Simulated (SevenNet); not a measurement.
We consider rock-salt NaBr, described by the machine-learned potential SevenNet-0 (trained on PBE and PBE+U data).

A third-order Birch–Murnaghan fit to the energies gives V0 = 27.443 Å³/atom, B0 = 19.5 GPa, B′ = 4.7.

```tsv
V (Å³/atom)	P (GPa)
25.795	1.400
26.207	___
26.619	0.638
27.030	0.306
27.442	0.001
27.853	-0.279
28.265	___
28.677	___
29.088	-0.993
```

Q: Estimate the withheld pressures from this fit; the answers are the runs' own values.

A: 
- 26.207, P (GPa): 1.002
- 28.265, P (GPa): -0.536
- 28.677, P (GPa): -0.773

The formula P = (3/2) B0 (x^(7/3) − x^(5/3)) [1 + (3/4)(B′ − 4)(x^(2/3) − 1)] with x = V0/V meets the computed pressures within 0.01 GPa when these rounded values are put in.

Measured, for comparison: bulk modulus 22.6 GPa (4 K, not corrected to a static lattice; as tabulated in Doll and Stoll (1998), arXiv:cond-mat/9801031); equilibrium volume per atom 26.01 Å³/atom (low temperature, not corrected to a static lattice; as tabulated in Doll and Stoll (1998), arXiv:cond-mat/9801031). Computed less measured: bulk modulus -14 %, equilibrium volume per atom +5.5 %.

A machine-learned potential is trained on density-functional data: it inherits that level's misses and adds fitting errors of its own.

Static lattice: no zero-point or thermal effects.
